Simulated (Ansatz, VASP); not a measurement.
Two plane-wave programs on NbAs

```xyz
2
Lattice="0.0000 2.6551 2.6551 2.6551 0.0000 2.6551 2.6551 2.6551 0.0000" Properties=species:S:1:pos:R:3 pbc="T T T"
Nb    0.0000    0.0000    0.0000
As    2.6551    2.6551    2.6551
```

Change from the starting cell: volume scaled by 1.02, PAW files.

Alike in both runs: task electric field gradients; functional PBE; k mesh 11 × 11 × 11; occupations fermi-dirac, width 0.05 eV; no spin polarisation.

```csv
,VASP,Ansatz
version,VASP 6.6.1,Ansatz 0.2.0
potentials or method,"VASP PAW PBE potentials, release 64 (Nb_sv, As)","PAW with Ansatz's default frozen-core files, scalar-relativistic"
plane-wave cutoff (eV),520,420
valence electrons in the cell,18,28
```

|  | VASP | Ansatz | Ansatz less VASP |
| --- | --- | --- | --- |
| pressure (GPa) | -2.7 | -2.7 | -0.02 |
| Vzz of the field gradient on the site that differs most (V/Å²) | 0.0 | 0.0 | 0.00 |

The functional is the same, so the differences come from potentials, cutoffs and numerics. The two sets of potentials don't hold the same shells in valence. Ansatz warned: «gradients_without_spin_orbit».
